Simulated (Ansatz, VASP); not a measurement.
## W: VASP beside Ansatz

INCAR

```
PREC = Accurate
ENCUT = 520
EDIFF = 1E-7
ISMEAR = -1
SIGMA = 0.05
LREAL = F
LASPH = T
NELM = 100
ALGO = Normal
ISIF = 2
LWAVE = F
LCHARG = T
GGA = PE
LELF = T
LVHAR = T
NBANDS = 13
```

Contents of KPOINTS:

```
regular mesh
0
Gamma
  12 12 12
```

Contents of POSCAR:

```
W
1.0
   -1.5500431812      1.5500431812      1.5500431812
    1.5500431812     -1.5500431812      1.5500431812
    1.5500431812      1.5500431812     -1.5500431812
W
1
Direct
    0.0000000000      0.0000000000      0.0000000000
```

input.yaml

```yaml
crystal:
  lattice:
    - [-1.5500431812, 1.5500431812, 1.5500431812]
    - [1.5500431812, -1.5500431812, 1.5500431812]
    - [1.5500431812, 1.5500431812, -1.5500431812]
  atoms:
    - { symbol: W, position: [0.0, 0.0, 0.0] }
kpoints:
  mp_grid: { grid: [12, 12, 12] }
scf:
  occupations: { method: fermi_dirac, width: 0.05 }
hamiltonian:
  xc: pbe
  pseudopotentials: { kind: all_electron, lapw: { basis_error: 0.0005 } }
output:
  forces: true
  stress: true
  eigenvalues: true
```

Change from the starting cell: volume scaled by 0.94.

Alike in both runs: task single point; functional PBE; k mesh 12 × 12 × 12; occupations fermi-dirac, width 0.05 eV; no spin polarisation.

```csv
,VASP,Ansatz
version,VASP 6.6.1,Ansatz 0.2.0
potentials or method,"VASP PAW PBE potentials, release 64 (W_sv)","all-electron LAPW, scalar-relativistic"
plane-wave cutoff (eV),520,see its input
```

Ansatz gave:

```
gap on the k mesh at the Fermi level (eV) : none
pressure (GPa)                            : 28.2
```

Q: Which values does VASP return?

A: gap on the k mesh at the Fermi level (eV): none; pressure (GPa): 29.2.

A gap of «none» marks a metal or a gap that the smearing closes. Ansatz ran all-electron here, so the differences hold the error of VASP's frozen core and of both bases.

Caveats: so large a pressure means that the cell lies far from this level's equilibrium, or that cutoff or potentials fall short (VASP). Spin-orbit coupling is left out, which matters for the levels of W.
